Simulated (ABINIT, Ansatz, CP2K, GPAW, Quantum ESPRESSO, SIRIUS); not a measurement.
Co: 6 runs at one level of theory

```
CELL_PARAMETERS angstrom
2.47200 0.00000 0.00000
-1.23600 2.14081 0.00000
0.00000 0.00000 4.02114
ATOMIC_POSITIONS crystal
Co 0.66667 0.33333 0.75000
Co 0.33333 0.66667 0.25000
```

Alike in all runs: task single point; functional PBEsol; k mesh 12 × 12 × 7; occupations fermi-dirac, width 0.05 eV; collinear spin, ferromagnetic start; no spin-orbit coupling. Pressure is positive in compression and, in plane waves, holds the error of the finite cutoff.

```
                                       program and potentials  plane-wave cutoff (eV)                                                                           notes  pressure (GPa)  net moment per atom (μB)
                            Quantum ESPRESSO, GBRV 1.5 PBEsol                     762                                         17 valence electrons an atom on average           -5.39                      1.65
                SIRIUS, all-electron FP-LAPW, apw+lo standard                       -                                                                               -               -                      1.59
CP2K, POTENTIAL_UZH Co GTH-PBE-q17; TZVP-MOLOPT-PBE-GTH basis                       -  atomic basis; potentials made for PBE; 17 valence electrons an atom on average           -3.98                      1.66
            GPAW, PAW data sets generated for this functional                     600                                          9 valence electrons an atom on average           -5.33                      1.60
                                     ABINIT, JTH PAW PBE v2.0                     707                potentials made for PBE; 17 valence electrons an atom on average           -4.79                      1.60
               Ansatz, all-electron LAPW, scalar-relativistic                       -                                                                               -           -5.84                      1.60
```

The pressure spans -5.84 (Ansatz, all-electron LAPW, scalar-relativistic) to -3.98 GPa (CP2K, POTENTIAL_UZH Co GTH-PBE-q17; TZVP-MOLOPT-PBE-GTH basis), with all-electron results at -5.84. The net moment per atom spans 1.59 (SIRIUS, all-electron FP-LAPW, apw+lo standard) to 1.66 μB (CP2K, POTENTIAL_UZH Co GTH-PBE-q17; TZVP-MOLOPT-PBE-GTH basis), with all-electron results at 1.59 to 1.60. The state is the one that the start led to, which needn't be the lowest. Rows in atomic bases carry the error of their basis and grid, which can be large.

Differences between rows come from potentials, basis sets and numerical settings, since the functional is the same but for its coding. Runs on potential files found faulty are left out.
